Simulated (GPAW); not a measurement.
**AlCo: equation of state with LDA**

AlCo:

```
Co Al
1.0
     2.81940    0.00000    0.00000
     0.00000    2.81940    0.00000
     0.00000    0.00000    2.81940
Co Al
1 1
Cartesian
  1.4097 1.4097 1.4097
  0.0000 0.0000 0.0000
```

The cell is a database's computed one.

```yaml
Program: GPAW 26.7.0
Task: equation of state
Functional: LDA
Potentials_or_basis: the program's PAW data sets (release 1.2.1) made for this functional
Cutoff: 600 eV
Basis: pw
k_mesh: 9 × 9 × 9
Occupations: fermi-dirac, width 0.05 eV
Spin: collinear spin, ferromagnetic start
Starting_moments: "[2.0, 0.0] μB"
Maxiter: 150
Eos_scales: "[0.94, 0.96, 0.98, 1.0, 1.02, 1.04, 1.06]"
```

```json
{
 "Equilibrium volume": "10.98 Å³/atom",
 "Bulk modulus": "210 GPa",
 "Pressure derivative of the bulk modulus": "4.5"
}
```

Energy against volume, from the lowest point:
```tsv
volume (Å³/atom)	energy (meV/atom)
10.533	12.83
10.758	3.12
10.982	0.00
11.206	2.97
11.430	11.26
11.654	24.30
11.878	41.62
```

Run time: 100 s on 1 thread of Arm Neoverse V2, with other jobs on the host, peak memory 0.2 GiB.
